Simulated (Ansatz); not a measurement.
## 1T-IrSeTe monolayer in a perpendicular field

Aim: how the 1T-IrSeTe monolayer screens a field along its normal, and what the field does to its bands. A positive field points along +c.

Main program and level: Ansatz 0.2.0; plane-wave DFT, PBE-D3(BJ), Ansatz PAW.

## 1. The structure

The cell holds 3 atoms: 1 Te, 1 Ir and 1 Se. Its edges and angles: a = 3.685 Å, b = 3.685 Å, c = 36.803 Å, α = 90.0°, β = 90.0°, γ = 120.0°. Vacuum lies along c.

## 2. Relaxation

The starting cell is a guess, so the in-plane lattice and the atoms are relaxed first, with the slab cut off from its images along the normal.

Contents of input.yaml:

```yaml
crystal:
  lattice:
    - [3.685307, 0.0, 0.0]
    - [-1.8426535, 3.1915694827, 0.0]
    - [0.0, 0.0, 36.8028290176]
  atoms:
    - { symbol: Te, position: [0.6666666667, 0.3333333333, 0.4605624201] }
    - { symbol: Ir, position: [0.0, 0.0, 0.5043453142], spin: 1.0 }
    - { symbol: Se, position: [0.3333333333, 0.6666666667, 0.5394375799] }
  periodic: [true, true, false]
magnetization:
  spin_polarized: true
kpoints:
  mp_grid: { grid: [12, 12, 1] }
hamiltonian:
  xc: pbe
  dispersion: d3bj
scf:
  occupations: { method: fermi_dirac, width: 0.05 }
  convergence: { dr2_threshold: 1.0e-09 }
relax:
  f_tol: 0.004
  max_steps: 90
  cell: {}
output:
  write_potential: true
  write_density: true
  volumetric_format: npy
```

Started as:

```bash
$ ansatz run input.yaml --threads 4 --pin off --max-ram 6144MiB --backend cpu --events-out ev --progress --plain --runs-dir out
```

Numbers of over 12 decimals in the logs are rounded to 6 here.

The program printed:

```text
Warning: relax.cell: scf.convergence.dr2_threshold = 1e-9 eV is looser than the 1.80198582388e-10 eV advised for a relaxation that steers and ends on the stress (1e-10 eV for each atom of the cell: 3, times the square of relax.cell.stress_2d_tol = 0.05 N/m over 12.9 Å (the atoms' height at the walk's start and 5 Å past either face), 3.875e-2 GPa, over a crystal's default 0.05). What an SCF threshold leaves in a stress goes as its square root, and in the free energy as the threshold itself, and one threshold admits the most on a small cell: [figures from the program's tests cut] Set scf.convergence.dr2_threshold to 1.80198582388e-10 eV or tighter. [rest of the remark cut]
Engine: ansatz 0.2.0, x86_64-unknown-linux-gnu
Pseudopotentials: kind: paw
Pseudopotential: Te, paw, valence charge 16, recommended cutoff 420 eV (normal), Te.paw.azcp
Pseudopotential: Ir, paw, valence charge 17, recommended cutoff 420 eV (normal), Ir.paw.azcp
Pseudopotential: Se, paw, valence charge 16, recommended cutoff 420 eV (normal), Se.paw.azcp
Functional definition: PBE
  parameter kappa = 0.804
  parameter beta = 0.066725
  exchange = pbe_x(kappa = kappa, mu = beta*pi^2/3)
  correlation = pbe_c(beta = beta)
Crystal: 3 atoms, lattice volume = 432.872 Å³
Basis set: ecut = 420 eV, 8475 PW (Γ), exchange–correlation on 50×50×500 points (8 copies of the dense FFT grid, shifted against one another)
Bands: 30, of which v1, the nominal top of the filled ones, is band 25 counted from 1 (24 counted from 0)
Symmetry: 6 space group operations
Space group: P3m1 (ITA 156), of the structure as read, at distance tolerance 7.6e-5 Å
Magnetic group: BNS 156.49 (UNI 1279), of the structure as read, at distance tolerance 7.6e-5 Å
k-points: 19 of 144 (time reversal used)
Non-local potential: Te, projectors of the file, l = 0: 2, l = 1: 2, l = 2: 2, l = 3: 2
Non-local potential: Ir, projectors of the file, l = 0: 3, l = 1: 2, l = 2: 2, l = 3: 1
Non-local potential: Se, projectors of the file, l = 0: 2, l = 1: 2, l = 2: 3, l = 3: 1
PAW form: soft (Blöchl's): semilocal exchange-correlation on the pseudo side does not see the compensation charge
PAW one-centre angular grid: Te, 590 points (default); XC on 64 Gauss nodes
PAW one-centre angular grid: Ir, 590 points (default); XC on 64 Gauss nodes
PAW one-centre angular grid: Se, 590 points (default); XC on 64 Gauss nodes
Initial density: superposition of atomic densities (neutral atoms: chi_scale 0, normalization atom)
Starting moments: Σ|m| = 1 μB on 1 of 3 sites
Initial wavefunctions: pseudopotential atomic-orbital guess
Functional: x = pbe(κ = 0.804, μ = 0.219515), c = pbe(β = 0.066725)
iter 1 solved again at ethr=2.92e-3 eV; its pass at ethr=3.10e-3 eV (dr2=1.43e0 eV) is discarded
SCF iter   1: F=—  HF=-24385.052725 eV  |F-HF|=—  |Δ(HF+E_count)|=         —  Δρ=8.65e-3 (↑8.65e-3 ↓8.53e-3)  dr2=1.48e0  dr2_m=4.71e-2  M=0.698 μB ∫|m|=0.721 μB  β_m=0.30  ethr=2.92e-3  ⟨swp⟩=1.6  Hψ=10431  notcnv=0
Mixer restart at iter 1: flushing history
preconditioner: auto → LDOS  [metal: Δε(μ)=0.022 eV  Ē_g=8.933 eV  σ=0.050 eV  W_gap=0.11  n_scr=22 (ndim 8)  ℏωp=8.2 eV  f_vac=0.808  D(μ)=3.10/eV (n_scr^D=12)]
spin=Collinear: LDOS preconditioning applied to the charge; magnetization (m = ρ↑ − ρ↓) channel mixes plain (no charge-response kernel on spin).
SCF iter   2: F=—  HF=-24385.294944 eV  |F-HF|=—  |Δ(HF+E_count)|=   2.42e-1  Δρ=6.46e-3 (↑6.38e-3 ↓6.46e-3)  dr2=6.77e-1  dr2_m=3.73e-2  M=0.614 μB ∫|m|=0.637 μB  β_m=0.62  ethr=2.92e-3  ⟨swp⟩=3.3  Hψ=1947  notcnv=0  defer=6
SCF iter   3: F=—  HF=-24385.705690 eV  |F-HF|=—  |Δ(HF+E_count)|=   4.11e-1  Δρ=2.25e-3 (↑2.25e-3 ↓1.67e-3)  dr2=2.08e-2  dr2_m=1.28e-2  M=0.339 μB ∫|m|=0.361 μB  β_m=0.72  ethr=1.38e-3  ⟨swp⟩=4.6  Hψ=2250  notcnv=0  defer=25
SCF iter   4: F=—  HF=-24385.756384 eV  |F-HF|=—  |Δ(HF+E_count)|=         —  Δρ=2.19e-3 (↑1.95e-3 ↓2.19e-3)  dr2=3.12e-3  dr2_m=1.65e-2  M=0.088 μB ∫|m|=0.102 μB  β_m=0.72  ethr=4.24e-5  ⟨swp⟩=3.4  Hψ=2766  notcnv=0  defer=32
SCF iter   5: F=—  HF=-24385.754519 eV  |F-HF|=—  |Δ(HF+E_count)|=   1.86e-3  Δρ=5.41e-4 (↑4.90e-4 ↓5.41e-4)  dr2=4.19e-4  dr2_m=8.96e-4  M=0.034 μB ∫|m|=0.040 μB  β_m=0.82  ethr=6.36e-6  ⟨swp⟩=3.3  Hψ=2644  notcnv=0  defer=33
SCF iter   6: F=—  HF=-24385.754952 eV  |F-HF|=—  |Δ(HF+E_count)|=   4.33e-4  Δρ=1.18e-4 (↑1.06e-4 ↓1.18e-4)  dr2=6.12e-5  dr2_m=3.94e-5  M=0.011 μB ∫|m|=0.013 μB  β_m=0.86  ethr=8.56e-7  ⟨swp⟩=3.1  Hψ=2497  notcnv=0  defer=33
SCF iter   7: F=—  HF=-24385.755034 eV  |F-HF|=—  |Δ(HF+E_count)|=   8.17e-5  Δρ=3.92e-5 (↑3.92e-5 ↓3.68e-5)  dr2=1.27e-5  dr2_m=4.69e-6  M=0.004 μB ∫|m|=0.005 μB  β_m=0.93  ethr=1.25e-7  ⟨swp⟩=3.0  Hψ=2285  notcnv=0  defer=33
SCF iter   8: F=—  HF=-24385.755044 eV  |F-HF|=—  |Δ(HF+E_count)|=   9.80e-6  Δρ=1.37e-5 (↑1.18e-5 ↓1.37e-5)  dr2=1.66e-6  dr2_m=2.62e-7  M=0.001 μB ∫|m|=0.001 μB  β_m=0.84  ethr=2.59e-8  ⟨swp⟩=3.0  Hψ=2295  notcnv=0  defer=33
SCF iter   9: F=—  HF=-24385.755044 eV  |F-HF|=—  |Δ(HF+E_count)|=   1.29e-7  Δρ=3.51e-6 (↑2.61e-6 ↓3.51e-6)  dr2=1.40e-7  dr2_m=1.99e-8  M=0.000 μB ∫|m|=0.000 μB  β_m=0.80  ethr=3.39e-9  ⟨swp⟩=3.1  Hψ=2451  notcnv=0  defer=33
SCF iter  10: F=—  HF=-24385.755044 eV  |F-HF|=—  |Δ(HF+E_count)|=   3.24e-7  Δρ=1.21e-6 (↑1.21e-6 ↓9.84e-7)  dr2=1.01e-8  dr2_m=2.95e-9  M=0.000 μB ∫|m|=0.000 μB  β_m=0.82  ethr=2.86e-10  ⟨swp⟩=4.3  Hψ=2735  notcnv=0  defer=33
SCF iter  11: F=—  HF=-24385.755044 eV  |F-HF|=—  |Δ(HF+E_count)|=   1.41e-7  Δρ=3.62e-7 (↑3.25e-7 ↓3.62e-7)  dr2=9.63e-10  dr2_m=2.73e-10  M=0.000 μB ∫|m|=0.000 μB  β_m=0.79  ethr=2.07e-11  ⟨swp⟩=3.2  Hψ=2413  notcnv=0  defer=33
SCF iter  12: F=-24385.755044 eV  HF=-24385.755044 eV  |F-HF|=2.62e-9  |Δ(HF+E_count)|=   1.79e-8  Δρ=7.98e-8 (↑6.63e-8 ↓7.98e-8)  dr2=7.55e-11  dr2_m=7.87e-12  M=0.000 μB ∫|m|=0.000 μB  ethr=1.97e-12  ⟨swp⟩=8.3  Hψ=8313  notcnv=0
WARN: the starting moments were not kept: the SCF closed with an absolute magnetisation of 7.6e-6 μB, where they sum to 1 μB in size (1 site). That is at most 0.1 of that sum. Measured as dr2_m measures the in/out step, that magnetisation stands 5.2e-12 eV from none, at or under the dr2_threshold of 1.0e-9 eV: it is no larger than a step whose dr2_m would equal this threshold. The system may hold no moment; this SCF  [...]
SCF 1 converged in 12 iterations: F = -24385.755044 eV  dr2 = 7.55e-11
  greatest PAW one-centre occupation: 1.000 electrons in one spin orbital (limit 2), on the Ir atom at site 1 (counted from 0), in its partial waves of l = 0
[...]
relax step   6: F+E_penalty+E_count = -24385.76672487 eV  Δ(F+E_penalty+E_count) = -2.888e-5 eV  max|allowed force component| = 3.888e-4 eV/Å  Δτ_max = 0.0041 Å  P = +0.010 N/m  Ω = 441.923 Å³  energy of the carried Pulay correction = -2.940e-4 eV  fix = [c, alpha, beta]  reactions: c +0.000 N/m  (7 SCF iters, accepted)
Initial wavefunctions: pseudopotential atomic-orbital guess (no wavefunctions were taken with the density)
iter 1 solved again at ethr=1.11e-6 eV; its pass at ethr=3.10e-3 eV (dr2=5.44e-4 eV) is discarded
SCF iter   1: F=—  HF=-24385.759966 eV  |F-HF|=—  |Δ(HF+E_count)|=         —  Δρ=7.65e-5 (↑7.65e-5 ↓7.65e-5)  dr2=3.00e-6  dr2_m=3.96e-12  M=-0.000 μB ∫|m|=0.000 μB  β_m=0.65  ethr=1.11e-6  ⟨swp⟩=5.7  Hψ=12266  notcnv=0
preconditioner: auto → LDOS  [metal: Δε(μ)=0.011 eV  Ē_g=8.612 eV  σ=0.050 eV  W_gap=0.05  n_scr=18 (ndim 8)  ℏωp=8.1 eV  f_vac=0.813  D(μ)=2.93/eV (n_scr^D=12)]
spin=Collinear: LDOS preconditioning applied to the charge; magnetization (m = ρ↑ − ρ↓) channel mixes plain (no charge-response kernel on spin).
SCF iter   2: F=—  HF=-24385.765500 eV  |F-HF|=—  |Δ(HF+E_count)|=   5.53e-3  Δρ=2.68e-5 (↑2.68e-5 ↓2.68e-5)  dr2=4.23e-7  dr2_m=1.12e-12  M=-0.000 μB ∫|m|=0.000 μB  β_m=0.57  ethr=6.12e-9  ⟨swp⟩=4.3  Hψ=3132  notcnv=0
SCF iter   3: F=—  HF=-24385.766682 eV  |F-HF|=—  |Δ(HF+E_count)|=   1.18e-3  Δρ=1.01e-5 (↑1.01e-5 ↓1.01e-5)  dr2=9.61e-8  dr2_m=4.50e-13  M=-0.000 μB ∫|m|=0.000 μB  β_m=0.78  ethr=8.64e-10  ⟨swp⟩=3.9  Hψ=2324  notcnv=0
SCF iter   4: F=—  HF=-24385.767004 eV  |F-HF|=—  |Δ(HF+E_count)|=   3.21e-4  Δρ=6.51e-7 (↑6.51e-7 ↓6.51e-7)  dr2=6.31e-9  dr2_m=7.07e-14  M=-0.000 μB ∫|m|=0.000 μB  β_m=0.74  ethr=1.96e-10  ⟨swp⟩=4.1  Hψ=2568  notcnv=0
iter 5 met the thresholds in force, and the SCF goes on: an eigenvalue changes by 15.78 meV, over its tolerance of 0.06 meV (output.eigenvalues, Limitations)
SCF iter   5: F=-24385.767009 eV  HF=-24385.767009 eV  |F-HF|=2.85e-7  |Δ(HF+E_count)|=   5.34e-6  Δρ=1.19e-7 (↑1.19e-7 ↓1.18e-7)  dr2=5.21e-10  dr2_m=2.15e-14  M=-0.000 μB ∫|m|=0.000 μB  β_m=0.77  ethr=2.04e-12  ⟨swp⟩=17.8  Hψ=10266  notcnv=0
iter 6 met the thresholds in force, and the SCF goes on: an eigenvalue changes by 2.72 meV, over its tolerance of 0.05 meV (output.eigenvalues, Limitations)
SCF iter   6: F=-24385.767009 eV  HF=-24385.767009 eV  |F-HF|=3.27e-8  |Δ(HF+E_count)|=   2.53e-7  Δρ=2.95e-8 (↑2.95e-8 ↓2.91e-8)  dr2=4.39e-11  dr2_m=5.02e-15  M=-0.000 μB ∫|m|=0.000 μB  β_m=1.00  ethr=1.06e-12  ⟨swp⟩=9.8  Hψ=6844  notcnv=0
Mixer restart at iter 6: flushing history
SCF iter   7: F=-24385.767009 eV  HF=-24385.767009 eV  |F-HF|=1.40e-9  |Δ(HF+E_count)|=   3.29e-8  Δρ=6.92e-8 (↑6.92e-8 ↓6.89e-8)  dr2=1.27e-9  dr2_m=1.01e-15  M=-0.000 μB ∫|m|=0.000 μB  β_m=1.00  ethr=1.00e-12  ⟨swp⟩=2.1  Hψ=1424  notcnv=0  κ⁻¹=1.0e0(r=1)
iter 8 met the thresholds in force, and the SCF goes on: an eigenvalue changes by 0.07 meV, over its tolerance of 0.05 meV (output.eigenvalues, Limitations)
SCF iter   8: F=-24385.767009 eV  HF=-24385.767009 eV  |F-HF|=1.24e-10  |Δ(HF+E_count)|=  1.35e-10  Δρ=3.17e-8 (↑3.17e-8 ↓3.17e-8)  dr2=1.31e-10  dr2_m=8.32e-16  M=-0.000 μB ∫|m|=0.000 μB  β_m=1.00  ethr=1.00e-12  ⟨swp⟩=8.9  Hψ=6677  notcnv=0  κ⁻¹=1.4e-2(r=2)
SCF iter   9: F=-24385.767009 eV  HF=-24385.767009 eV  |F-HF|=2.18e-11  |Δ(HF+E_count)|=  3.64e-11  Δρ=1.41e-8 (↑1.41e-8 ↓1.40e-8)  dr2=1.33e-11  dr2_m=4.39e-16  M=-0.000 μB ∫|m|=0.000 μB  ethr=1.00e-12  ⟨swp⟩=6.9  Hψ=5710  notcnv=0
the starting moments were not kept: the SCF closed with an absolute magnetisation of 6.2e-8 μB, where they sum to 1 μB in size (1 site). That is at most 0.1 of that sum. Measured as dr2_m measures the in/out step, that magnetisation stands 4.2e-16 eV from none, at or under the dr2_threshold of 1.0e-9 eV: it is no larger than a step whose dr2_m would equal this threshold.
SCF 7 converged in 9 iterations: F = -24385.767009 eV  dr2 = 1.33e-11
relax step   7: F+E_penalty+E_count = -24385.76700944 eV  Δ(F+E_penalty+E_count) = -2.846e-4 eV  max|allowed force component| = 4.257e-4 eV/Å  Δτ_max = 0.0000 Å  P = +0.007 N/m  Ω = 441.923 Å³  fix = [c, alpha, beta]  reactions: c +0.000 N/m  stress off target by 7.21e-3 N/m on what of the cell is left free  SCF on the basis re-selected at this cell (its energy is not comparable with the rows above)  (9 SCF iters)
basis re-selected at this cell: Δ(F+E_penalty+E_count) = -2.846e-4 eV, ΔP = -0.002 N/m vs the last step (what re-selecting the basis moved, of the pressure what is left beyond the Pulay correction that the steps carried, after the strain that the cell walked since its last selection, with what the two solves' SCF thresholds leave and, on support functions, any second-order correction that the steps lacked; it is no m [...]
SCF converged after 9 iterations
an eigenvalue changed by more than its tolerance at an iteration that met the thresholds in force, so the SCF went on 3 times, its first undamped step at iteration 6: the last check found none over its tolerance
Magnetization: -0.0000 μB (24.5000 up, 24.5000 down)
Absolute magnetization: 0.0000 μB (∫|ρ↑−ρ↓|, with the PAW one-centre terms)
Spin contamination: 0.0000 ħ² per cell (⟨S²⟩ above its minimum at these occupations)
Per-site moments (μB) at R_I (Å): [(-1.1305724279002207e-8, 1.109156), (-1.930859725733883e-8, 1.021548), (-9.735127421035675e-9, 1.021548)]
Free energy (F): -24385.767009 eV
Harris-Foulkes:  -24385.767009 eV  (|F-HF|=2.18e-11)
Internal energy: -24385.744277 eV  (E = F + TS)
E sigma→0 (E₀):  -24385.755643 eV
Entropy (-TS):   -0.022733 eV (-7.578 meV/atom)
Fermi energy:    -4.854070 eV
--- Per-component energies (eV) ---
  E_band       = -1664.487483
  E_kinetic    = 923.223416
  E_local      = -145510.723685  (includes V_loc(G=0)·N_el)
  E_nonlocal   = -830.693446
  E_hartree    = 72325.755289
  E_xc         = -495.810681
  E_vxc        = -501.507598  (∫ρ·V_xc dr)
  E_paw        = -15799.122745  (= ΣΔE_a)
  E_vpaw       = -396.295463  (= ΣTr[D̂ρ^β])
  E_aug_tail   = -0.000711  (compensation charges beyond the density's cutoff)
  E_ewald      = 65002.600522
  E_disp       = -0.972237  (pairwise vdW)
  E_smearing   = -0.022733  (= −TS)
  E_closure    = 0.000000  (closes the sum)
  Σ components = -24385.767009   (vs F -24385.767009, Δ=0.00e0)
--- Forces (eV/Å), atoms counted from 1 ---
  atom   1  Te     0.00000000     0.00000000     0.00042561
  atom   2  Ir    -0.00000000    -0.00000000    -0.00010042
  atom   3  Se     0.00000000     0.00000000    -0.00032541
  max |Σ_I F_I| component: 2.21e-7 eV/Å
--- 2D stress c σ (N/m, compression-positive) ---
        0.007207      -0.000000       0.000000
       -0.000000       0.007207      -0.000000
        0.000000      -0.000000       0.000000
  P = ½ c Tr σ = 0.0072 N/m
--- Band table (eV; the first three rows and the last of 38) ---
  k-point 0 ↑: bands = [... 21 lower, -6.6766, -5.3445, -4.6593, -4.6593, -1.5451, -1.5451, -1.0819, -0.3257, ... 1 higher]
  k-point 1 ↑: bands = [... 21 lower, -6.6267, -5.5860, -4.6244, -4.6084, -2.1701, -1.7015, -0.8435, -0.2087, ... 1 higher]
  k-point 2 ↑: bands = [... 21 lower, -6.6827, -5.7346, -4.6326, -4.6101, -3.0501, -1.9802, -0.4045, 0.0887, ... 1 higher]
  k-point 18 ↓: bands = [... 21 lower, -7.9487, -6.5042, -5.6433, -5.2112, -3.6607, -2.3584, 0.0620, 2.0388, ... 1 higher]
  the weakly bound empty levels are not read free of the cell's end (no_gap_told)
--- Relaxed structure (6 steps of the walk, 6 accepted, 1 SCFs on fresh bases) ---
  F+E_penalty+E_count = -24385.76700944 eV   max|allowed force component| = 4.257e-4 eV/Å   (the final SCF, on the basis selected at the relaxed cell)
  cell:  # Å, volume = 441.9233 Å³
    - [3.723639, 0, 0]
    - [-1.861819, 3.224766, 0]
    - [0, 0, 36.8028290176]
  atoms:
    - { symbol: Te, position: [0.666667, 0.333333, 0.461060] }
    - { symbol: Ir, position: [0, 0, 0.504942] }
    - { symbol: Se, position: [0.333333, 0.666667, 0.538344] }
```

Elapsed: 97 s, on 4 threads of Intel Xeon Platinum 8259CL at 2.50GHz (Skylake/Cascade Lake), shared host; peak memory 1.1 GiB.

The steps of the relaxation:

```tsv
step	energy less that of the first step (eV)	largest force component (eV/Å)	volume (Å³)
1	0.0000	0.3885	432.87
2	-0.0106	0.1044	439.39
3	-0.0111	0.0861	439.88
4	-0.0116	0.0193	440.23
5	-0.0117	0.0082	440.97
6	-0.0117	0.0004	441.92
7*	-0.0120	0.0004	441.92
```

Relaxation steps marked * repeat the geometry before them on a plane-wave basis chosen anew for their cell, so energy and pressure can jump there.

Forces are held to the 6 operations that the run works with; a distortion that breaks them can't arise in this run.

```tsv
cell as run	before	after	change
a (Å)	3.685	3.724	+1.0 %
b (Å)	3.685	3.724	+1.0 %
```

The atoms that moved most (Å, along periodic axes as changes of fractional coordinates times the final cell, across vacuum about the mean position):

```tsv
atom	dx	dy	dz	length
Se3	0.000	0.000	-0.040	0.040
Ir2	0.000	0.000	0.022	0.022
Te1	0.000	0.000	0.018	0.018
```

The relaxed structure:

```cif
data_structure
_symmetry_space_group_name_H-M 'P 1'
_symmetry_Int_Tables_number 1
_cell_length_a 3.7236
_cell_length_b 3.7236
_cell_length_c 36.8028
_cell_angle_alpha 90.000
_cell_angle_beta 90.000
_cell_angle_gamma 120.000
_cell_volume 441.92
loop_
_atom_site_label
_atom_site_type_symbol
_atom_site_fract_x
_atom_site_fract_y
_atom_site_fract_z
_atom_site_occupancy
Te1 Te 0.66667 0.33333 0.46106 1
Ir2 Ir 0.00000 0.00000 0.50494 1
Se3 Se 0.33333 0.66667 0.53834 1
```

Numbers from this step:

```
energy at zero smearing : -24385.7556 eV
```

The lattice constant a goes from 3.685 to 3.724 Å.

(Part 1 of 2 ends here.)

[Logs are printed without paths, hosts, clocks, repeated set-up lines and the standing remarks that a program may print on its own settings, such as how far it seeks lower states.]

[Hosts, paths, dates, database ids (printed as entryN), source tags and the programs' standing remarks are cut or masked in the printed files.]

[Maps of the electrostatic potential energy from Ansatz leave out the sawtooth potential of an applied field or a dipole correction, so their vacuum need not be flat; planar profiles and work functions include it.]
